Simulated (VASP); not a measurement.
## From an Ansatz input to VASP: C (strained diamond)

Ansatz input

```yaml
crystal:
  lattice:
    - [0.0, 1.8157266254, 1.7726397714]
    - [1.8157266254, 0.0, 1.7726397714]
    - [1.8157266254, 1.8157266254, 0.0]
  atoms:
    - { symbol: C, position: [0.0, 0.0, 0.0] }
    - { symbol: C, position: [0.25, 0.25, 0.25] }
kpoints:
  mp_grid: { grid: [12, 12, 12] }
  band_path:
    path:
      - [0.0, 0.0, 0.0]
      - [0.5, 0.0, 0.5]
      - [0.625, 0.25, 0.625]
      - [0.375, 0.375, 0.75]
      - [0.5, 0.5, 0.5]
      - [0.5, 0.25, 0.75]
      - [-0.00217, -0.00217, 0.0]
      - [0.365885, 0.365885, 0.0]
    npoints: 1
hamiltonian:
  xc: pbe
scf:
  occupations: { method: fermi_dirac, width: 0.02 }
  n_extra_bands: 4
output:
  forces: true
  stress: true
  eigenvalues: true
  write_density: true
  write_potential: true
  elf: true
  volumetric_format: npy
```

Which VASP files do the same job?



INCAR

```
GGA = PE
ENCUT = 520
IBRION = -1
SIGMA = 0.02
LELF = .TRUE.
LCHARG = .TRUE.
LASPH = .TRUE.
NELM = 120
NBANDS = 11
PREC = Accurate
ISMEAR = -1
LWAVE = .FALSE.
NSW = 0
LREAL = .FALSE.
ISIF = 2
EDIFF = 1E-7
```

KPOINTS

```
KPOINTS created by Atomic Simulation Environment
0
Gamma
12 12 12
0 0 0
```

KPOINTS_OPT

```
special points
8
Reciprocal
0.0000000000 0.0000000000 0.0000000000 1
0.5000000000 0.0000000000 0.5000000000 1
0.6250000000 0.2500000000 0.6250000000 1
0.3750000000 0.3750000000 0.7500000000 1
0.5000000000 0.5000000000 0.5000000000 1
0.5000000000 0.2500000000 0.7500000000 1
-0.0021700000 -0.0021700000 0.0000000000 1
0.3658850000 0.3658850000 0.0000000000 1
```

POSCAR

```
C
 1.0000000000000000
     0.0000000000000000    1.8157266254000000    1.7726397714000000
     1.8157266254000000    0.0000000000000000    1.7726397714000000
     1.8157266254000000    1.8157266254000000    0.0000000000000000
 C
   2
Cartesian
  0.0000000000000000  0.0000000000000000  0.0000000000000000
  0.9078633126999999  0.9078633126999999  0.8863198857000000
```

VASP ran with the recommended PBE PAW datasets (8 valence electrons in the cell). Other inputs would serve too.

|  | Ansatz | VASP |
| --- | --- | --- |
| gap between bands v and c | 3.47 eV | 3.46 eV |
| least direct gap | 5.09 eV | 5.09 eV |
| pressure | -10.6 GPa | -10.1 GPa |

Each program uses its own PAW datasets. VASP's cell holds 8 valence electrons and Ansatz's 8. Ansatz's stress includes a Pulay correction; VASP's doesn't.
